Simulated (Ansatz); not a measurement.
Crystal: ScAl3.

```
Sc Al
1.0
     4.08781    0.00000    0.00000
     0.00000    4.08781    0.00000
     0.00000    0.00000    4.08781
Sc Al
1 3
Direct
  0.00000 0.00000 0.00000
  0.50000 0.50000 0.00000
  0.00000 0.50000 0.50000
  0.50000 0.00000 0.50000
```

The cell is a database's computed one.

Base run:

- Program: Ansatz 0.2.0
- Functional: PBE
- Potentials or basis: all-electron LAPW, scalar-relativistic
- Cutoff: 164 eV
- Density cutoff: 658 eV
- Basis error allowed: 0.002 eV/atom
- k mesh: 7 × 7 × 7
- Occupations: fermi-dirac, width 0.05 eV
- Spin: no spin polarisation

Its results: pressure 1.1 GPa.

The run is repeated on the same cell with these changes: functional from PBE to PBEsol. What comes out?

Pressure -1.1 GPa.

PBEsol binds more tightly than PBE, so the same cell stands under less pressure.

Not every run made on this cell is shown here.
